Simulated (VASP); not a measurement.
SiNi:

```xyz
4
Lattice="2.9428 0.0000 0.0000 0.0000 3.2803 0.0000 0.0000 0.0000 4.6774" Properties=species:S:1:pos:R:3 pbc="T T T"
Ni    1.4714    1.6402    1.6020
Ni    0.0000    0.0000    3.0754
Si    1.4714    1.6402    3.9438
Si    0.0000    0.0000    0.7337
```

The cell is a database's computed one.

| Item | Value |
| --- | --- |
| Program | VASP 6.6.1 |
| Task | single point |
| Functional | PBE |
| Potentials or basis | VASP PAW PBE potentials, release 64 (Ni, Si) |
| Cutoff | 520 eV |
| k mesh | 9 × 8 × 6 |
| Occupations | fermi-dirac, width 0.05 eV |
| Spin | collinear spin, ferromagnetic start |
| Starting moments | [1.0, 1.0, 0.0, 0.0] μB |

On this cell: pressure 6.8 GPa; largest force 0.064 eV/Å; net moment 0.00 μB per cell; band gap on the k mesh none (metal or under the smearing width).

The same run follows on a disturbed copy (atoms moved at random, drawn with an rms of 0.05 Å):

```xyz
4
Lattice="2.9428 0.0000 0.0000 0.0000 3.2803 0.0000 0.0000 0.0000 4.6774" Properties=species:S:1:pos:R:3 pbc="T T T"
Ni    1.4487    1.6371    1.5839
Ni   -0.0089   -0.0292    3.0595
Si    1.4748    1.6705    3.9518
Si   -0.0228    0.0048    0.7216
```

Problem. What changes?

Solution. The energy (extrapolated to zero smearing) moves by +4.1 meV/atom; pressure 6.9 GPa; largest force 0.488 eV/Å; net moment 0.00 μB per cell; band gap on the k mesh none (metal or under the smearing width).

Forces in eV/Å, atoms in the order of the input:
```
Ni   0.052 -0.022  0.277
Ni   0.003  0.382  0.017
Si  -0.102 -0.372 -0.300
Si   0.048  0.011  0.006
```

Stress tensor (GPa, compression positive):
```
 6.79  0.08  0.16
 0.08  7.01 -0.15
 0.16 -0.15  6.76
```
